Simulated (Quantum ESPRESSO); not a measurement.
# LiF (Griceite) (Fm-3m) in Quantum ESPRESSO: further runs

The runs below take LiF (Griceite) through single point, equation of state, with r2SCAN.

Program: Quantum ESPRESSO 7.5. These are calculated values, not measurements. Logs are shortened: lines on timing, memory, paths and dates and some standing lists are left out, and cuts for length are marked.

**1. The structure**

Symmetry: Fm-3m, No. 225, cubic system. The conventional cell has a = 4.028 Å, b = 4.028 Å, c = 4.028 Å, α = 90.00°, β = 90.00°, γ = 90.00°. Around F (site symmetry m-3m) lie 6 Li at 2.01 Å. Li (site symmetry m-3m) is surrounded by 6 F at 2.01 Å.

**2. Single point, r2SCAN, 7.68 Å³/atom**

pw.in

```
&CONTROL
  calculation = 'scf'
  prefix = 'pwscf'
  outdir = './tmp'
  pseudo_dir = './pseudo'
  tstress = .true.
  disk_io = 'nowf'
/
&SYSTEM
  ibrav = 0
  nat = 2
  ntyp = 2
  ecutwfc = 88
  nbnd = 10
  input_dft = 'r2scan'
  occupations = 'smearing'
  smearing = 'fd'
  degauss = 0.00367493
  nosym = .true.
  nr1 = 36
  nr2 = 36
  nr3 = 36
/
&ELECTRONS
  conv_thr = 1d-08
  electron_maxstep = 120
  mixing_beta = 0.5
/
ATOMIC_SPECIES
F     18.9984 F_ONCV_PBE-1.2.upf
Li     6.9400 Li_ONCV_PBE-1.2.upf
CELL_PARAMETERS angstrom
   0.0000000000    1.9728864230    1.9728864230
   1.9728864230    0.0000000000    1.9728864230
   1.9728864230    1.9728864230    0.0000000000
ATOMIC_POSITIONS crystal
F      0.5000000000    0.5000000000    0.5000000000
Li     0.0000000000    0.0000000000    0.0000000000
K_POINTS automatic
8 8 8 0 0 0
```

Potentials or basis: SG15 PBE 1.2.

Command:

```console
> OMP_NUM_THREADS=1 mpirun -n 4 pw.x -nk 4 -in pw.in > pw.out
```

pw.out:

```text
This program is part of the open-source Quantum ESPRESSO suite
     for quantum simulation of materials; please cite
         "P. Giannozzi et al., J. Phys.:Condens. Matter 21 395502 (2009);
         "P. Giannozzi et al., J. Phys.:Condens. Matter 29 465901 (2017);
         "P. Giannozzi et al., J. Chem. Phys. 152 154105 (2020);
     in publications or presentations arising from this work. More details at

     IMPORTANT: XC functional enforced from input :
     Exchange-correlation= R2SCAN
                           (   0   0   0   0   0 497 498)
     Any further DFT definition will be discarded
     Please, verify this is what you really want

     K-points division:     npool     =       4
     Subspace diagonalization in iterative solution of the eigenvalue problem:
     a serial algorithm will be used

     G-vector sticks info
     --------------------
     sticks:   dense  smooth     PW     G-vecs:    dense   smooth      PW
     Sum         673     673    211                11575    11575    2085

     Using Slab Decomposition

     bravais-lattice index     =            0
     lattice parameter (alat)  =       5.2725  a.u.
     unit-cell volume          =     103.6413 (a.u.)^3
     number of atoms/cell      =            2
     number of atomic types    =            2
     number of electrons       =        10.00
     number of Kohn-Sham states=           10
     kinetic-energy cutoff     =      88.0000  Ry
     charge density cutoff     =     352.0000  Ry
     scf convergence threshold =      1.0E-08
     mixing beta               =       0.5000
     number of iterations used =            8  plain     mixing
     Exchange-correlation= R2SCAN
                           (   0   0   0   0   0 497 498)

     celldm(1)=   5.272492  celldm(2)=   0.000000  celldm(3)=   0.000000
     celldm(4)=   0.000000  celldm(5)=   0.000000  celldm(6)=   0.000000

     crystal axes: (cart. coord. in units of alat)
               a(1) = (   0.000000   0.707107   0.707107 )
               a(2) = (   0.707107   0.000000   0.707107 )
               a(3) = (   0.707107   0.707107   0.000000 )

     reciprocal axes: (cart. coord. in units 2 pi/alat)
               b(1) = ( -0.707107  0.707107  0.707107 )
               b(2) = (  0.707107 -0.707107  0.707107 )
               b(3) = (  0.707107  0.707107 -0.707107 )

     PseudoPot. # 1 for F  read from file:
     F_ONCV_PBE-1.2.upf
     Pseudo is Norm-conserving, Zval =  7.0
     Generated using ONCVPSP code by D. R. Hamann
     Using radial grid of  602 points,  4 beta functions with:
                l(1) =   0
                l(2) =   0
                l(3) =   1
                l(4) =   1

     PseudoPot. # 2 for Li read from file:
     Li_ONCV_PBE-1.2.upf
     Pseudo is Norm-conserving, Zval =  3.0
     Generated using ONCVPSP code by D. R. Hamann
     Using radial grid of  602 points,  4 beta functions with:
                l(1) =   0
                l(2) =   0
                l(3) =   1
                l(4) =   1

     atomic species   valence    mass     pseudopotential
     F                 7.00    18.99840     F ( 1.00)
     Li                3.00     6.94000     Li( 1.00)

     No symmetry found

   Cartesian axes

     site n.     atom                  positions (alat units)
         1        F      tau(   1) = (   0.7071068   0.7071068   0.7071068  )
         2        Li     tau(   2) = (   0.0000000   0.0000000   0.0000000  )

     number of k points=   260  Fermi-Dirac smearing, width (Ry)=  0.0037

     Number of k-points >= 100: set verbosity='high' to print them.

     Dense  grid:    11575 G-vectors     FFT dimensions: (  36,  36,  36)

     WARNING: libxc functional with ID  497 depends
      on external parameters: check the user_guide of
      QE if you need to modify them or to check their
      default values.

     WARNING: libxc functional with ID  498 depends
      on external parameters: check the user_guide of
      QE if you need to modify them or to check their
      default values.

     Initial potential from superposition of free atoms

     starting charge       9.8869, renormalised to      10.0000
     Starting wfcs are random

     Self-consistent Calculation

     iteration #  1     ecut=    88.00 Ry     beta= 0.50
     Davidson diagonalization with overlap
     ethr =  1.00E-02,  avg # of iterations =  6.5

     total energy              =     -62.33005484 Ry
     estimated scf accuracy    <      33.86148143 Ry

     iteration #  2     ecut=    88.00 Ry     beta= 0.50
     Davidson diagonalization with overlap
     ethr =  1.00E-02,  avg # of iterations =  1.0

     total energy              =     -62.37671825 Ry
     estimated scf accuracy    <       8.13564783 Ry

     iteration #  3     ecut=    88.00 Ry     beta= 0.50
     Davidson diagonalization with overlap
     ethr =  1.00E-02,  avg # of iterations =  1.0

     total energy              =     -62.37815641 Ry
     estimated scf accuracy    <       0.00818259 Ry

     iteration #  4     ecut=    88.00 Ry     beta= 0.50
     Davidson diagonalization with overlap
     ethr =  8.18E-05,  avg # of iterations =  2.0

     total energy              =     -62.37821061 Ry
     estimated scf accuracy    <       0.00120836 Ry

     iteration #  5     ecut=    88.00 Ry     beta= 0.50
     Davidson diagonalization with overlap
     ethr =  1.21E-05,  avg # of iterations =  1.6

     total energy              =     -62.37821014 Ry
     estimated scf accuracy    <       0.00026312 Ry

     iteration #  6     ecut=    88.00 Ry     beta= 0.50
     Davidson diagonalization with overlap
     ethr =  2.63E-06,  avg # of iterations =  1.3

     total energy              =     -62.37821383 Ry
     estimated scf accuracy    <       0.00000269 Ry

     iteration #  7     ecut=    88.00 Ry     beta= 0.50
     Davidson diagonalization with overlap
     ethr =  2.69E-08,  avg # of iterations =  1.0

     total energy              =     -62.37821389 Ry
     estimated scf accuracy    <       0.00000034 Ry

     iteration #  8     ecut=    88.00 Ry     beta= 0.50
     Davidson diagonalization with overlap
     ethr =  3.37E-09,  avg # of iterations =  1.0

     total energy              =     -62.37821392 Ry
     estimated scf accuracy    <       0.00000006 Ry

     iteration #  9     ecut=    88.00 Ry     beta= 0.50
     Davidson diagonalization with overlap
     ethr =  6.24E-10,  avg # of iterations =  1.0

     End of self-consistent calculation

     Number of k-points >= 100: set verbosity='high' to print the bands.

     the Fermi energy is     6.3038 ev

!    total energy              =     -62.37821392 Ry
     estimated scf accuracy    <          1.1E-09 Ry
     smearing contrib. (-TS)   =       0.00000000 Ry
     internal energy E=F+TS    =     -62.37821392 Ry

     The total energy is F=E-TS. E is the sum of the following terms:
     one-electron contribution =     -23.73742367 Ry
     hartree contribution      =      16.01762532 Ry
     xc contribution           =     -12.85680539 Ry
     ewald contribution        =     -41.80161019 Ry

     convergence has been achieved in   9 iterations

     Computing stress (Cartesian axis) and pressure

          total   stress  (Ry/bohr**3)                   (kbar)     P=       29.27
   0.00019899   0.00000000   0.00000000           29.27        0.00        0.00
   0.00000000   0.00019899  -0.00000000            0.00       29.27       -0.00
   0.00000000  -0.00000000   0.00019899            0.00       -0.00       29.27

=------------------------------------------------------------------------------=
   JOB DONE.
=------------------------------------------------------------------------------=
```

Run time: 42 s. Hardware: 4 MPI ranks of Intel Xeon Platinum 8375C at 2.90GHz (Ice Lake), shared host; peak memory 0.32 GiB.

What came out:

```
Free energy            : -848.6988 eV
Pressure               : 2.9 GPa
Band gap on the k mesh : 10.70 eV, direct
```

Caveat: the potentials were made for another functional, which shifts forces and pressure.

**3. Single point, r2SCAN, 7.84 Å³/atom**

pw.in, as its differences from that of step 2:

```diff
@@ -32,5 +32,5 @@
 CELL_PARAMETERS angstrom
-   0.0000000000    1.9728864230    1.9728864230
-   1.9728864230    0.0000000000    1.9728864230
-   1.9728864230    1.9728864230    0.0000000000
+   0.0000000000    1.9867804471    1.9867804471
+   1.9867804471    0.0000000000    1.9867804471
+   1.9867804471    1.9867804471    0.0000000000
 ATOMIC_POSITIONS crystal
```

Potentials or basis: SG15 PBE 1.2.

Command:

```console
> OMP_NUM_THREADS=1 mpirun -n 4 pw.x -nk 4 -in pw.in > pw.out
```

It took 38 s on 4 MPI ranks of Intel Xeon Platinum 8375C at 2.90GHz (Ice Lake), shared host; peak memory 0.32 GiB.

Results (log left out):

| Item | Value |
| --- | --- |
| Free energy | -848.7031 eV |
| Pressure | 1.1 GPa |
| Band gap on the k mesh | 10.49 eV, direct |

Caveat: the potentials were made for another functional, which shifts forces and pressure.

**4. Single point, r2SCAN, 8.01 Å³/atom**

pw.in, as its differences from that of step 3:

```diff
@@ -32,5 +32,5 @@
 CELL_PARAMETERS angstrom
-   0.0000000000    1.9867804471    1.9867804471
-   1.9867804471    0.0000000000    1.9867804471
-   1.9867804471    1.9867804471    0.0000000000
+   0.0000000000    2.0004828142    2.0004828142
+   2.0004828142    0.0000000000    2.0004828142
+   2.0004828142    2.0004828142    0.0000000000
 ATOMIC_POSITIONS crystal
```

Command:

```console
> OMP_NUM_THREADS=1 mpirun -n 4 pw.x -nk 4 -in pw.in > pw.out
```

Wall time 55 s (4 MPI ranks of Intel Xeon Platinum 8375C at 2.90GHz (Ice Lake), shared host); peak memory 0.32 GiB.

It converged, with:

```
Free energy            : -848.7038 eV
Pressure               : -0.5 GPa
Band gap on the k mesh : 10.29 eV, direct
```

Caveat: the potentials were made for another functional, which shifts forces and pressure.

**5. Single point, r2SCAN, 8.17 Å³/atom**

pw.in, as its differences from that of step 4:

```diff
@@ -32,5 +32,5 @@
 CELL_PARAMETERS angstrom
-   0.0000000000    2.0004828142    2.0004828142
-   2.0004828142    0.0000000000    2.0004828142
-   2.0004828142    2.0004828142    0.0000000000
+   0.0000000000    2.0140000000    2.0140000000
+   2.0140000000    0.0000000000    2.0140000000
+   2.0140000000    2.0140000000    0.0000000000
 ATOMIC_POSITIONS crystal
```

Command:

```console
> OMP_NUM_THREADS=1 mpirun -n 4 pw.x -nk 4 -in pw.in > pw.out
```

Wall time 46 s (4 MPI ranks of Intel Xeon Platinum 8375C at 2.90GHz (Ice Lake), shared host); peak memory 0.32 GiB.

It converged, with:

* Free energy: -848.7014 eV
* Pressure: -2.0 GPa
* Band gap on the k mesh: 10.10 eV, direct

Caveat: the potentials were made for another functional, which shifts forces and pressure.

**6. Single point, r2SCAN, 8.33 Å³/atom**

pw.in, as its differences from that of step 5:

```diff
@@ -32,5 +32,5 @@
 CELL_PARAMETERS angstrom
-   0.0000000000    2.0140000000    2.0140000000
-   2.0140000000    0.0000000000    2.0140000000
-   2.0140000000    2.0140000000    0.0000000000
+   0.0000000000    2.0273381371    2.0273381371
+   2.0273381371    0.0000000000    2.0273381371
+   2.0273381371    2.0273381371    0.0000000000
 ATOMIC_POSITIONS crystal
```

Potentials or basis: SG15 PBE 1.2.

Command:

```console
> OMP_NUM_THREADS=1 mpirun -n 4 pw.x -nk 4 -in pw.in > pw.out
```

Run time: 40 s. Hardware: 4 MPI ranks of Intel Xeon Platinum 8375C at 2.90GHz (Ice Lake), shared host; peak memory 0.32 GiB.

The run converged. Its results:

```yaml
Free_energy: -848.6962 eV
Pressure: -3.3 GPa
Band_gap_on_the_k_mesh: 9.92 eV, direct
```

Caveat: the potentials were made for another functional, which shifts forces and pressure.

**7. Single point, r2SCAN, 8.50 Å³/atom**

pw.in, as its differences from that of step 6:

```diff
@@ -32,5 +32,5 @@
 CELL_PARAMETERS angstrom
-   0.0000000000    2.0273381371    2.0273381371
-   2.0273381371    0.0000000000    2.0273381371
-   2.0273381371    2.0273381371    0.0000000000
+   0.0000000000    2.0405030393    2.0405030393
+   2.0405030393    0.0000000000    2.0405030393
+   2.0405030393    2.0405030393    0.0000000000
 ATOMIC_POSITIONS crystal
```

Command:

```console
> OMP_NUM_THREADS=1 mpirun -n 4 pw.x -nk 4 -in pw.in > pw.out
```

Run time: 59 s. Hardware: 4 MPI ranks of Intel Xeon Platinum 8375C at 2.90GHz (Ice Lake), shared host; peak memory 0.32 GiB.

The run converged. Its results:

* Free energy: -848.6884 eV
* Pressure: -4.5 GPa
* Band gap on the k mesh: 9.75 eV, direct

Caveat: the potentials were made for another functional, which shifts forces and pressure.

**8. Single point, r2SCAN, 8.66 Å³/atom**

pw.in, as its differences from that of step 7:

```diff
@@ -32,5 +32,5 @@
 CELL_PARAMETERS angstrom
-   0.0000000000    2.0405030393    2.0405030393
-   2.0405030393    0.0000000000    2.0405030393
-   2.0405030393    2.0405030393    0.0000000000
+   0.0000000000    2.0535002244    2.0535002244
+   2.0535002244    0.0000000000    2.0535002244
+   2.0535002244    2.0535002244    0.0000000000
 ATOMIC_POSITIONS crystal
```

Command:

```console
> OMP_NUM_THREADS=1 mpirun -n 4 pw.x -nk 4 -in pw.in > pw.out
```

Run time: 74 s. Hardware: 4 MPI ranks of Intel Xeon Platinum 8375C at 2.90GHz (Ice Lake), shared host; peak memory 0.32 GiB.

It converged, with:

| Item | Value |
| --- | --- |
| Free energy | -848.6783 eV |
| Pressure | -5.5 GPa |
| Band gap on the k mesh | 9.58 eV, direct |

Caveat: the potentials were made for another functional, which shifts forces and pressure.

**9. Equation of state, r2SCAN**

Potentials or basis: SG15 PBE 1.2.

This step only gathers the single runs of the series.

Results:

- Equilibrium volume: 7.96 Å³/atom
- Bulk modulus: 77 GPa
- Pressure derivative of the bulk modulus: 4.3

Energy against volume, from the lowest point:
```
volume (Å³/atom)  energy (meV/atom)
           7.679               2.49
           7.842               0.37
           8.006               0.00
           8.169               1.21
           8.333               3.83
           8.496               7.72
           8.659              12.75
```

Caveat: the potentials were made for another functional, which shifts forces and pressure.
